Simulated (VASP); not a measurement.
Input of a VASP 6.6.1 run:

The input INCAR:

```
SYSTEM = H15NO6
PREC = Accurate
ENCUT = 520
EDIFF = 1E-6
ISMEAR = -1
SIGMA = 0.02
LREAL = Auto
LASPH = .True.
NELM = 100
ALGO = Normal
ISIF = 2
LWAVE = .False.
LCHARG = .True.
GGA = PE
LELF = .True.
LVHAR = .True.
NBANDS = 45
```

The input KPOINTS:

```
Automatic mesh
0
Gamma
  1 1 1
  0 0 0
```

Contents of POSCAR:

```
H15NO6
1.0
    5.5955750000      0.0000000000      0.0000000000
    0.0000000000      5.5955750000      0.0000000000
    0.0000000000      0.0000000000      5.5955750000
O H N
6 15 1
Direct
    0.7239470474      0.4773057282      1.0715073965
    0.2555233376      0.2320762388      0.1338915125
    0.1266000366      0.7321857003      0.2607596181
    0.9133467070      0.9646551069      0.7929301278
    0.6619516314     -0.0326686712      0.3043476318
    1.0194305322      0.3292780456      0.5315092730
    0.8917403484      0.4744284546      1.0553160310
    0.6761592866      0.3192701376      1.1263721780
    0.1976561837      0.0919476551      0.0579922528
    0.1683115676      0.2381524687      0.2984501146
    0.2318260411      0.7856922658      0.3825344134
    0.1754243308      0.5825853465      0.1811610067
    0.7872828083      0.9068594380      0.6857382843
    0.8908467852      0.9049650840      0.9573457598
    0.4942655581      0.0032704414      0.2747885606
    0.6849876912     -0.2120068090      0.3039902065
    0.8759421507      0.4094127949      0.4896011581
    0.9867439897      0.1979421239      0.6375394843
    0.2644768411      0.8030988772      0.7883372129
    0.2768437560      0.5551708269      0.6394874521
    0.5134235534      0.6303194935      0.8027593232
    0.3745817007      0.6954602521      0.6928331762
```

Potentials or basis: VASP PAW PBE potentials, release 64 (O, H, N).

Run with:

```bash
$ cat potpaw_PBE.64/O/POTCAR potpaw_PBE.64/H/POTCAR potpaw_PBE.64/N/POTCAR > POTCAR
$ mpirun -np 1 vasp_gam > vasp.out
```

Q: Predict the band gap on the k mesh.

A: 3.76 eV, direct.

Q: Predict the largest force.

A: 2.784 eV/Å.

Q: Estimate the pressure.

A: 3.0 GPa.

Forces in eV/Å, atoms in the order of the input:
```
O   -1.553  0.449  0.163
O    0.192  1.025  1.617
O   -1.874 -0.213 -2.048
O    0.141 -0.342  0.365
O    0.675 -1.033  0.128
O    1.692  0.442 -0.534
H    1.398 -0.319 -0.219
H   -0.090 -0.261 -0.172
H   -0.501 -0.873 -0.571
H    0.317  0.063 -1.072
H    1.271 -0.433  1.162
H    0.697  0.663  0.810
H   -0.169 -0.033  0.287
H   -0.414  0.184 -0.459
H   -0.031 -0.097 -0.058
H   -0.470  1.462 -0.262
H   -0.991  0.408 -0.290
H   -0.572 -0.847  0.932
H   -0.041 -0.035  0.186
H   -0.508 -0.755  0.040
H   -1.150  0.398 -0.525
N    1.981  0.146  0.518
```
